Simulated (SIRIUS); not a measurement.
# SnTe: equation of state with PBEsol

SnTe:

```
CELL_PARAMETERS angstrom
0.00000 3.15085 3.15085
3.15085 0.00000 3.15085
3.15085 3.15085 0.00000
ATOMIC_POSITIONS crystal
Te 0.50000 0.50000 0.50000
Sn 0.00000 0.00000 0.00000
```

```json
{
  "Program": "SIRIUS 7.12.0",
  "Task": "equation of state",
  "Functional": "PBEsol",
  "Potentials or basis": "all-electron FP-LAPW",
  "Cutoff": "149 eV",
  "Basis": "apw+lo standard",
  "k mesh": "7 × 7 × 7",
  "Occupations": "fermi-dirac, width 0.05 eV",
  "Spin": "no spin polarisation",
  "Muffin tin radii": "Sn 2.54, Te 2.54 bohr",
  "Basis cutoff (gk_cutoff)": "3.31 1/bohr",
  "Cutoff of density and potential (pw_cutoff)": "20 1/bohr",
  "lmax of the basis": "10",
  "lmax of density and potential": "8",
  "Valence relativity": "iora",
  "Core states": "Sn 1s2s2p3s3p3d, Te 1s2s2p3s3p3d",
  "Local orbitals (radial functions)": "Sn 14, Te 14",
  "Smallest sphere radius times basis cutoff": "8.41"
}
```

```
Equilibrium volume : 30.98 Å³/atom (rough: see the caveat)
Bulk modulus       : 47 GPa (rough)
```

Energy against volume, from the lowest point:
| volume (Å³/atom) | energy (meV/atom) |
| --- | --- |
| 29.404 | 13.00 |
| 30.030 | 4.23 |
| 30.656 | 0.00 |
| 31.281 | 0.58 |
| 31.907 | 3.95 |
| 32.532 | 9.17 |
| 33.158 | 19.19 |

All runs of the series together: 5.1 min on 1 thread of Intel(R) Xeon(R) 6975P-C (Granite Rapids), with other jobs on the host.

Caveat: the fit is doubtful: noisy points or a state that changes with volume. The run has no spin-orbit coupling, so splittings on Te are missing.
